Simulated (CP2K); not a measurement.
# CsI under changes of volume

One of the cells (47.619 Å³/atom); the others are scaled copies at fixed shape and fractional positions:

```xyz
2
Lattice="4.5667 0.0000 0.0000 0.0000 4.5667 0.0000 0.0000 0.0000 4.5667" Properties=species:S:1:pos:R:3 pbc="T T T"
Cs    0.0000    0.0000    0.0000
I     2.2833    2.2833    2.2833
```

```yaml
Program: CP2K 2026.2
Functional: LDA
Potentials_or_basis: GTH_POTENTIALS Cs GTH-PADE-q9, I GTH-PADE-q7; TZVP-MOLOPT-PBE-GTH basis
Density_cutoff: 6123 eV
k_mesh: 6 × 6 × 6
Occupations: fermi-dirac, width 0.05 eV
Spin: no spin polarisation
```

```tsv
volume (Å³/atom)	energy over the lowest point (meV/atom)	pressure (GPa)	gap on the mesh (eV)
44.762	0.00	-0.3	3.77
45.714	2.76	-0.6	3.70
46.666	7.13	-0.9	3.62
47.619	12.92	-1.1	3.55
48.571	19.94	-1.3	3.49
49.523	28.04	-1.4	3.43
50.476	?	?	?
```

What does the run at 50.476 Å³/atom give?

Energy over the lowest point 37.06 meV/atom; pressure -1.6 GPa; gap on the mesh 3.37 eV.

Worked out: A Birch-Murnaghan fit of order 3 (a polynomial in V^(-2/3)) to the other rows has its minimum at 43.85 Å³/atom, just outside them, with B0 = V·E''(V) = 16.1 GPa and B' = 5.1. It gives 37.09 meV/atom at 50.476 Å³/atom, against the run's 37.06, and -dE/dV = -1.6 GPa, against -1.6. A straight line through the other rows of the gap, of slope -3.39 eV per unit of ln V, extrapolates to 3.36 eV, against the run's 3.37.

Energies are extrapolated to zero smearing.

Caveats: spin-orbit coupling is left out, which moves the levels of the heavy elements; the basis of atomic orbitals isn't converged, which shifts pressures, moduli and gaps.

A mesh can miss the band edges.
